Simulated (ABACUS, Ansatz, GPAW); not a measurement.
The equilibrium volume of ZnS, sorted by core time

It takes space group F-43m (No. 216, cubic). The conventional cell has a = 5.404 Å, b = 5.404 Å, c = 5.404 Å, α = 90.00°, β = 90.00°, γ = 90.00°. Zn (site symmetry -43m) has 4 S at 2.34 Å as nearest neighbours. S (site symmetry -43m) has 4 Zn at 2.34 Å as nearest neighbours.

```tsv
rung	level	program and potentials	cutoff (eV)	k mesh	smearing	task	core time	chip	equilibrium volume (Å³/atom)	miss	notes
LDA	SVWN5	Ansatz, Ansatz PAW	420	9 × 9 × 9	fermi-dirac 0.05	relaxation of cell and atoms	6.7 s	Arm Neoverse V2	18.56	-6.3 %	potentials made for PBE, which Ansatz adapts in part
GGA + dispersion	revPBE+D3(BJ)	Ansatz, all-electron LAPW, scalar-relativistic	-	9 × 9 × 9	fermi-dirac 0.05	relaxation of cell and atoms	9.8 s	AMD EPYC 9R45 Zen 5	19.15	-3.3 %	-
GGA + dispersion	PBEsol+D3(BJ)+ATM	Ansatz, Ansatz PAW	420	9 × 9 × 9	fermi-dirac 0.05	relaxation of cell and atoms	13 s	Intel Xeon	18.77	-5.2 %	potentials made for PBE, which Ansatz adapts in part
GGA	BLYP	Ansatz, all-electron LAPW, scalar-relativistic	-	9 × 9 × 9	fermi-dirac 0.05	relaxation of cell and atoms	35 s	Arm Neoverse V1	21.28	+7.5 %	-
GGA + dispersion	revPBE+D3(zero damping)	GPAW, the program's PAW data sets (release 1.2.1) made for this functional	600	7 × 7 × 7	fermi-dirac 0.05	equation of state	59 s	Intel Xeon Platinum 8488C Sapphire Rapids	(a)	?	-
GGA	PBE	GPAW, GPAW PAW data sets (gpaw-data 1.2.1), newer versions	600	7 × 7 × 7	fermi-dirac 0.05	equation of state	86 s	Arm Neoverse V1	20.18	+1.9 %	-
GGA + dispersion	PBE+D3(BJ)	GPAW, GPAW PAW data sets (gpaw-data 1.2.1)	600	7 × 7 × 7	fermi-dirac 0.05	equation of state	86 s	Arm Neoverse V1	19.44	-1.8 %	-
GGA	PW91	GPAW, PAW data sets generated for this functional	600	7 × 7 × 7	fermi-dirac 0.05	equation of state	1.8 min	Intel Xeon Platinum 8259CL Skylake/Cascade Lake	20.08	+1.4 %	-
hybrid	PBE0	Ansatz, Ansatz PAW	420	5 × 5 × 5	fermi-dirac 0.05	relaxation of cell and atoms	1.8 min	Intel Xeon	19.91	+0.6 %	coarse mesh; potentials made for PBE, which Ansatz adapts in part
hybrid	LC-wPBE	Ansatz, Ansatz PAW	420	5 × 5 × 5	fermi-dirac 0.05	equation of state	3.3 min	Arm Neoverse V1	19.09	-3.6 %	coarse mesh; potentials made for PBE, which Ansatz adapts in part
hybrid	PBE-EpsX	Ansatz, Ansatz PAW	420	5 × 5 × 5	fermi-dirac 0.05	equation of state	3.8 min	Arm Neoverse V1	19.92	+0.6 %	coarse mesh; potentials made for PBE, which Ansatz adapts in part; exact-exchange share 1/ε∞
GGA	PBE	ABACUS, GBRV ultrasoft 1.5 PBE, plane waves	544	7 × 7 × 7	fermi-dirac 0.05	equation of state	5.1 min	Intel Xeon Platinum 8488C Sapphire Rapids	(b)	?	fit through 4 volumes
hybrid	r2SCAN0	Ansatz, Ansatz PAW	500	5 × 5 × 5	fermi-dirac 0.05	equation of state	8.6 min	Intel Xeon Skylake/Cascade Lake	19.62	-0.9 %	coarse mesh; potentials made for PBE, which Ansatz adapts in part
```

Times are single runs on shared hosts and different chips, so they are rough; meshes, cutoffs and the tasks' sizes weigh on the time. All rows: no spin polarisation. Smearing widths are in eV. Meshes differ between rows, which moves values too. Meshes are those of the run's cell of 2 atoms unless a note names another. Relaxations start from the cell shown or near it and stop with a little pressure left. Misses use the values as printed. Runs on faulty files, with rough fits or with known faults for this quantity aren't shown. No row holds spin-orbit coupling.

Measured: 19.8 Å³/atom (pmc:11595366, doi:10.3390/ma17225622). The runs are for a static lattice.

Task: Estimate the values left out from the other rows.

Result: (a) 19.28 Å³/atom, miss -2.6 %; (b) 20.20 Å³/atom, miss +2.0 %.
